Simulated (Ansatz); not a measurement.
Be: strain and displacement

```
CELL_PARAMETERS angstrom
2.29950 0.00000 0.00000
-1.14975 1.99143 0.00000
0.00000 0.00000 3.60090
ATOMIC_POSITIONS crystal
Be 0.33333 0.66667 0.25000
Be 0.66667 0.33333 0.75000
```

Atom numbers follow the list: Be1, Be2.

The cell comes from COD entry 9012017, which wasn't checked; take it as a given geometry. It was measured hot, at 658 K.

Theory: DFT, PBE, all-electron PAW with datasets made for the crystal, scalar-relativistic in Ansatz 0.2.0.

Numerical set-up: a Γ-centred 20×20×11 k mesh, Fermi–Dirac smearing of 0.05 eV, cutoff 220 eV (chosen by the program for this cell), no spin polarisation.

The unchanged cell is at -4.74 GPa, so energy changes include a term −P ΔV where the volume moves.

In a metal, stresses and small energies carry noise from the k mesh.

x, y and z are the Cartesian axes of the cell as listed; fractional coordinates follow a strain, and an engineering shear is twice the off-diagonal strain component.

Problem. One change gave: energy change +19 meV/atom; stress change (xx, yy, zz, yz, xz, xy) -0.08, -0.07, 1.39, 6.23, 6.17, 5.47 GPa, compression positive; change of the force on Be1 (0.112, 0.007, 0.019) eV/Å. Which change was it?
A. z strained by +4 % at fixed volume
B. equal xy, yz and zx engineering shear strains of -4 %
C. atom 2 (Be) moved by (0.0000, 0.0000, 0.2000) Å

Solution. B. For z strained by +4 % at fixed volume: energy change +19 meV/atom; stress change (xx, yy, zz, yz, xz, xy) 5.88, 5.88, -12.39, 0.00, 0.00, 0.00 GPa, compression positive. For atom 2 (Be) moved by (0.0000, 0.0000, 0.2000) Å: energy change +73 meV/atom; stress change (xx, yy, zz, yz, xz, xy) 1.69, 1.69, 6.29, 0.00, 0.00, 0.00 GPa, compression positive; change of the force on Be2 (0.000, 0.000, -1.484) eV/Å.

Problem. What force constant does this one finite step give for Be2 along its displacement (all its periodic images move with it)?

Solution. k = −ΔF·u/|u|² = 7.42 eV/Å², so the force pulls the atom back.
